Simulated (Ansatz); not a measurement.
# V (Im-3m) in Ansatz: further runs, part 2 of 2

Ansatz 0.2.0. Earlier steps stand in the parts before.

### 3 Relaxation of cell and atoms, revPBE, collinear spin, ferromagnetic start

Contents of input.yaml:

```yaml
crystal:
  lattice:
    - [-1.51435, 1.51435, 1.51435]
    - [1.51435, -1.51435, 1.51435]
    - [1.51435, 1.51435, -1.51435]
  atoms:
    - { symbol: V, position: [0.0, 0.0, 0.0], spin: 2.0 }
hamiltonian:
  xc: revpbe
  pseudopotentials: { kind: paw }
magnetization:
  spin_polarized: true
kpoints:
  mp_grid: { grid: [12, 12, 12] }
scf:
  occupations: { method: fermi_dirac, width: 0.05 }
output:
  forces: true
  stress: true
relax:
  f_tol: 0.01
  max_steps: 40
  cell: { stress_tol: 0.05 }
```

Potentials or basis: Ansatz PAW.

Command:

```
ansatz run input.yaml --threads 2 --pin off --max-ram 5632MiB --backend cpu --events-out ev --progress --plain --runs-dir out
```

What it wrote:

```text
Warning: RAYON_NUM_THREADS=2 ignored (pool sized by the plan → 2); use --threads N
Engine: ansatz 0.2.0, x86_64-unknown-linux-gnu
Pseudopotentials: kind: paw
Pseudopotential: V, paw, valence charge 13, recommended cutoff 420 eV (normal), V.paw.azcp
Functional definition: revPBE
  parameter kappa = 1.245
  parameter beta = 0.06672455060314922
  exchange = pbe_x(kappa = kappa, mu = beta*pi^2/3)
  correlation = pbe_c(beta = beta)
Crystal: 1 atoms, lattice volume = 13.891 Å³
Basis set: ecut = 420 eV, 249 PW (Γ), exchange–correlation on 36×36×36 points (8 copies of the dense FFT grid, shifted against one another)
Bands: 12, of which v1, the nominal top of the filled ones, is band 7 counted from 1 (6 counted from 0)
Symmetry: 48 space group operations
Space group: Im-3m (ITA 229), of the structure as read, at distance tolerance 2.4e-5 Å
Magnetic group: BNS 229.140 (UNI 1642), of the structure as read, at distance tolerance 2.4e-5 Å
k-points: 72 of 1728
Non-local potential: V, projectors of the file, l = 0: 3, l = 1: 2, l = 2: 3, l = 3: 1
PAW form: soft (Blöchl's): semilocal exchange-correlation on the pseudo side does not see the compensation charge
PAW frozen core: V, regenerated for the run's functional, and the local potential with it (the file was generated under x = pbe(κ = 0.804, μ = 0.2195149727645171), c = pbe(β = 0.06672455060314922))
PAW one-centre angular grid: V, 590 points (default); XC on 64 Gauss nodes
Initial density: superposition of atomic densities (chi_scale 0.1, normalization cell)
Starting moments: Σ|m| = 2 μB on 1 of 1 site
Initial wavefunctions: pseudopotential atomic-orbital guess
Functional: x = revpbe(κ = 1.245, μ = 0.2195149727645171), c = pbe(β = 0.06672455060314922)
SCF iter   1: F=—  HF=-2915.400749 eV  |F-HF|=—  |Δ(HF+E_count)|=         —  Δρ=1.20e-1 (↑1.20e-1 ↓3.84e-2)  dr2=1.35e0  dr2_m=6.84e-1  M=1.097 μB ∫|m|=1.097 μB  β_m=0.30  ethr=3.10e-3  ⟨swp⟩=4.0  Hψ=8015  notcnv=0
Mixer restart at iter 1: flushing history
preconditioner: auto → none  [metal: Δε(μ)=0.041 eV  Ē_g=8.988 eV  σ=0.050 eV  W_gap=0.20  n_scr=0 (ndim 8)  ℏωp=22.3 eV  f_vac=0.000  D(μ)=1.11/eV (n_scr^D=12)]
SCF iter   2: F=—  HF=-2914.856578 eV  |F-HF|=—  |Δ(HF+E_count)|=   5.44e-1  Δρ=5.92e-2 (↑5.92e-2 ↓4.46e-2)  dr2=7.60e-2  dr2_m=3.28e-1  M=1.082 μB ∫|m|=1.082 μB  β_m=0.41  ethr=3.10e-3  ⟨swp⟩=3.0  Hψ=4483  notcnv=0  defer=105
SCF iter   3: F=—  HF=-2915.610726 eV  |F-HF|=—  |Δ(HF+E_count)|=         —  Δρ=8.83e-2 (↑8.83e-2 ↓7.53e-2)  dr2=4.40e-2  dr2_m=8.47e-1  M=0.297 μB ∫|m|=0.297 μB  β_m=1.00  ethr=5.85e-4  ⟨swp⟩=2.1  Hψ=2536  notcnv=0  defer=105
Mixer restart at iter 3: flushing history
SCF iter   4: F=—  HF=-2915.591947 eV  |F-HF|=—  |Δ(HF+E_count)|=   1.88e-2  Δρ=2.88e-2 (↑2.88e-2 ↓2.74e-2)  dr2=3.83e-1  dr2_m=2.72e-4  M=0.272 μB ∫|m|=0.272 μB  β_m=0.41  ethr=3.85e-4  ⟨swp⟩=2.2  Hψ=3386  notcnv=0  defer=105
SCF iter   5: F=—  HF=-2915.547413 eV  |F-HF|=—  |Δ(HF+E_count)|=   4.45e-2  Δρ=6.04e-3 (↑6.04e-3 ↓4.34e-3)  dr2=2.33e-3  dr2_m=1.94e-3  M=0.221 μB ∫|m|=0.221 μB  β_m=0.40  ethr=3.85e-4  ⟨swp⟩=2.4  Hψ=3842  notcnv=0  defer=108
SCF iter   6: F=—  HF=-2915.551866 eV  |F-HF|=—  |Δ(HF+E_count)|=   4.45e-3  Δρ=4.97e-3 (↑3.73e-3 ↓4.97e-3)  dr2=2.10e-3  dr2_m=1.87e-3  M=0.196 μB ∫|m|=0.196 μB  β_m=0.70  ethr=1.79e-5  ⟨swp⟩=3.0  Hψ=3578  notcnv=0  defer=117
SCF iter   7: F=—  HF=-2915.560031 eV  |F-HF|=—  |Δ(HF+E_count)|=   8.17e-3  Δρ=3.32e-3 (↑3.32e-3 ↓1.68e-3)  dr2=4.79e-4  dr2_m=7.35e-4  M=0.107 μB ∫|m|=0.107 μB  β_m=0.85  ethr=1.61e-5  ⟨swp⟩=2.4  Hψ=3164  notcnv=0  defer=132
SCF iter   8: F=—  HF=-2915.560137 eV  |F-HF|=—  |Δ(HF+E_count)|=   1.06e-4  Δρ=1.71e-3 (↑1.71e-3 ↓1.02e-3)  dr2=8.19e-5  dr2_m=2.29e-4  M=0.059 μB ∫|m|=0.059 μB  β_m=0.93  ethr=3.68e-6  ⟨swp⟩=2.6  Hψ=2486  notcnv=0  defer=132
SCF iter   9: F=—  HF=-2915.560199 eV  |F-HF|=—  |Δ(HF+E_count)|=   6.19e-5  Δρ=2.75e-4 (↑2.75e-4 ↓2.75e-4)  dr2=9.26e-8  dr2_m=9.58e-6  M=0.009 μB ∫|m|=0.009 μB  β_m=0.96  ethr=6.30e-7  ⟨swp⟩=2.0  Hψ=2638  notcnv=0  defer=132
[... 49 lines left out ...]
SCF iter   3: F=—  HF=-2915.561641 eV  |F-HF|=—  |Δ(HF+E_count)|=   2.91e-8  Δρ=2.79e-6 (↑2.78e-6 ↓2.79e-6)  dr2=7.37e-10  dr2_m=1.84e-12  M=-0.000 μB ∫|m|=0.000 μB  β_m=0.59  ethr=3.99e-11  ⟨swp⟩=2.0  Hψ=2682  notcnv=0
SCF iter   4: F=—  HF=-2915.561641 eV  |F-HF|=—  |Δ(HF+E_count)|=   1.98e-8  Δρ=1.77e-6 (↑1.77e-6 ↓1.66e-6)  dr2=1.40e-9  dr2_m=1.12e-12  M=-0.000 μB ∫|m|=0.000 μB  β_m=0.59  ethr=5.67e-12  ⟨swp⟩=2.1  Hψ=2652  notcnv=0
SCF iter   5: F=—  HF=-2915.561641 eV  |F-HF|=—  |Δ(HF+E_count)|=   1.50e-8  Δρ=3.48e-7 (↑3.48e-7 ↓2.53e-7)  dr2=4.14e-11  dr2_m=4.57e-13  M=-0.000 μB ∫|m|=0.000 μB  β_m=0.79  ethr=5.67e-12  ⟨swp⟩=2.0  Hψ=2698  notcnv=0
SCF iter   6: F=—  HF=-2915.561641 eV  |F-HF|=—  |Δ(HF+E_count)|=  6.75e-10  Δρ=2.88e-7 (↑2.88e-7 ↓1.92e-7)  dr2=2.83e-11  dr2_m=4.50e-13  M=-0.000 μB ∫|m|=0.000 μB  β_m=0.90  ethr=1.00e-12  ⟨swp⟩=2.4  Hψ=2368  notcnv=0
SCF iter   7: F=—  HF=-2915.561641 eV  |F-HF|=—  |Δ(HF+E_count)|=  1.36e-10  Δρ=1.44e-7 (↑1.04e-7 ↓1.44e-7)  dr2=7.71e-12  dr2_m=8.25e-14  M=-0.000 μB ∫|m|=0.000 μB  β_m=0.95  ethr=1.00e-12  ⟨swp⟩=2.1  Hψ=2519  notcnv=0
SCF iter   8: F=—  HF=-2915.561641 eV  |F-HF|=—  |Δ(HF+E_count)|=  2.50e-11  Δρ=8.64e-8 (↑5.47e-8 ↓8.64e-8)  dr2=2.50e-12  dr2_m=5.32e-14  M=-0.000 μB ∫|m|=0.000 μB  β_m=0.97  ethr=1.00e-12  ⟨swp⟩=1.0  Hψ=1728  notcnv=0
SCF iter   9: F=-2915.561641 eV  HF=-2915.561641 eV  |F-HF|=9.09e-13  |Δ(HF+E_count)|=  5.00e-12  Δρ=5.28e-9 (↑3.27e-9 ↓5.28e-9)  dr2=7.16e-15  dr2_m=3.49e-16  M=0.000 μB ∫|m|=0.000 μB  ethr=1.00e-12  ⟨swp⟩=2.9  Hψ=5292  notcnv=0
the starting moments were not kept: the SCF closed with an absolute magnetisation of 1.9e-7 μB, where they sum to 2 μB in size (1 site). That is at most 0.1 of that sum. Measured as dr2_m measures the in/out step, that magnetisation stands 2.1e-14 eV from none, at or under the dr2_threshold of 1.0e-11 eV: it is no larger than a step whose dr2_m would equal this threshold.
SCF 4 converged in 9 iterations: F = -2915.561641 eV  dr2 = 7.16e-15
relax step   4: F+E_penalty+E_count = -2915.56164126 eV  Δ(F+E_penalty+E_count) = +1.214e-4 eV  max|allowed force component| = 0.000e0 eV/Å  Δτ_max = 0.0000 Å  P = -0.003 GPa  Ω = 13.699 Å³  stress off target by 3.37e-3 GPa  SCF on the basis re-selected at this cell (its energy is not comparable with the rows above)  (9 SCF iters)
basis re-selected at this cell: Δ(F+E_penalty+E_count) = +1.214e-4 eV, ΔP = +0.003 GPa vs the last step (what re-selecting the basis moved, of the pressure what is left beyond the Pulay correction that the steps carried, after the strain that the cell walked since its last selection, with what the two solves' SCF thresholds leave and, on support functions, any second-order correction that the steps lacked; it is no measure of the basis error at this ecutwfc). This SCF's stress stands 3.37e-3 GPa from its target on what of the cell is left free (relax.cell.stress_tol is 5.00e-2 GPa) and its largest allowed force component is 0.00e0 eV/Å (relax.f_tol is 1.00e-2 eV/Å): within both
SCF converged after 9 iterations
Magnetization: 0.0000 μB (6.5000 up, 6.5000 down)
Absolute magnetization: 0.0000 μB (∫|ρ↑−ρ↓|, with the PAW one-centre terms)
Spin contamination: 0.0000 ħ² per cell (⟨S²⟩ above its minimum at these occupations)
Per-site moments (μB) at R_I (Å): [(1.5967593258223914e-7, 1.076952134240898)]
Free energy (F): -2915.561641 eV
Harris-Foulkes:  -2915.561641 eV  (|F-HF|=9.09e-13)
Internal energy: -2915.543956 eV  (E = F + TS)
E sigma→0 (E₀):  -2915.552799 eV
Entropy (-TS):   -0.017685 eV (-17.685 meV/atom)
Fermi energy:    16.282524 eV
--- Per-component energies (eV) ---
  E_band       = -148.160714
  E_kinetic    = 335.996176
  E_local      = -904.741449  (includes V_loc(G=0)·N_el)
  E_nonlocal   = -46.512187
  E_hartree    = 414.794901
  E_xc         = -130.520700
  E_vxc        = -165.256017  (∫ρ·V_xc dr)
  E_paw        = -1115.676475  (= ΣΔE_a)
  E_vpaw       = -197.237307  (= ΣTr[D̂ρ^β])
  E_aug_tail   = 0.000271  (compensation charges beyond the density's cutoff)
  E_ewald      = -1468.847159
  E_core_change = -0.037333  (= ΣΔE_core)
  E_smearing   = -0.017685  (= −TS)
  E_closure    = -0.000000  (closes the sum)
  Σ components = -2915.561641   (vs F -2915.561641, Δ=0.00e0)
--- Forces (eV/Å), atoms counted from 1 ---
  atom   1  V     -0.00000000    -0.00000000     0.00000000
  max |Σ_I F_I| component: 1.59e-32 eV/Å
--- Stress (GPa, compression-positive) ---
       -0.003368       0.000000       0.000000
       -0.000000      -0.003368       0.000000
        0.000000       0.000000      -0.003368
  P = ⅓ Tr σ = -0.0034 GPa (-0.034 kbar)
--- Relaxed structure (3 steps of the walk, 3 accepted, 1 SCFs on fresh bases) ---
  F+E_penalty+E_count = -2915.56164126 eV   max|allowed force component| = 0.000e0 eV/Å   (the final SCF, on the basis selected at the relaxed cell)
  cell:  # Å, volume = 13.6992 Å³
    - [-1.5073420717777564, 1.5073420717777564, 1.5073420717777564]
    - [1.5073420717777564, -1.5073420717777564, 1.5073420717777564]
    - [1.5073420717777564, 1.5073420717777564, -1.5073420717777564]
  atoms:
    - { symbol: V, position: [0.0, 0.0, 0.0] }
```

Wall time 5.8 s (2 threads of Intel Xeon at 2.70GHz, shared host); peak memory 0.33 GiB.

Results:

```
Free energy                            : -2915.5616 eV
Relaxed volume                         : 13.70 Å³/atom
Relaxed cell                           : a = 2.611 Å, b = 2.611 Å, c = 2.611 Å, α = 109.47°, β = 109.47°, γ = 109.47°
Space group after relaxing (to 0.05 Å) : Im-3m (No. 229)
Energy gained by relaxing              : 1.4 meV/atom
Ionic steps                            : 4
Pressure after relaxing                : 0.0 GPa
Net moment                             : 0.00 μB per cell
Absolute moment                        : 0.00 μB per cell
```

Step by step:
| step | energy change (eV) | largest force (eV/Å) | volume (Å³) |
| --- | --- | --- | --- |
| 1 | 0.0000 | 0.0000 | 13.89 |
| 2 | -0.0016 | 0.0000 | 13.67 |
| 3 | -0.0016 | 0.0000 | 13.70 |
| 4 | -0.0014 | 0.0000 | 13.70 |

Final structure:
```xyz
1
Lattice="-1.5073 1.5073 1.5073 1.5073 -1.5073 1.5073 1.5073 1.5073 -1.5073" Properties=species:S:1:pos:R:3 pbc="T T T"
V     0.0000    0.0000    0.0000
```

Caveat: the plane-wave basis is chosen anew once the cell has moved, so the energies of steps on either side of that aren't comparable; the PAW data sets come from PBE, with cores solved anew for the run's functional, which leaves a small shift of forces and pressure; the starting moments weren't kept.
